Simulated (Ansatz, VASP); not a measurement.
**One calculation of AlN, two programs**

```
Al N
1.0
     1.97810   -1.97810    0.00000
     1.97810    1.97810    0.00000
     0.00000    0.00000    3.95620
Al N
2 2
Direct
  0.00336 0.99664 0.99600
  0.50331 0.49669 0.49600
  0.00331 0.99669 0.49600
  0.50336 0.49664 0.99600
```

Alike in both runs: functional PBEsol; k mesh 9 × 9 × 7; no spin polarisation.

Ansatz relaxed the structure, and its values are those at the end. VASP's run is a single point on that final structure, the one shown.

|  | VASP | Ansatz |
| --- | --- | --- |
| version | VASP 6.6.1 | Ansatz 0.2.0 |
| potentials or method | VASP PAW PBE potentials, release 64 (Al, N) | scalar-relativistic, plane waves, PAW |
| plane-wave cutoff (eV) | 520 | 520 |
| occupations | gaussian, width 0.01 eV | fixed |
| valence electrons in the cell | 16 | 16 |

VASP gave:

```
gap on the k mesh at the Fermi level (eV) : 5.01
least direct gap on the mesh (eV)         : 5.01
pressure (GPa)                            : 19.9
```

Q: Which values does Ansatz return?

A: gap on the k mesh at the Fermi level (eV): 5.01; least direct gap on the mesh (eV): 5.01; pressure (GPa): 20.0.

Caveats: so large a pressure means that the cell lies far from this level's equilibrium, or that cutoff or potentials fall short (VASP); the potentials were made for another functional, which shifts forces and pressure (VASP); an odd mesh through Γ misses points on the zone boundary, where band edges often lie.
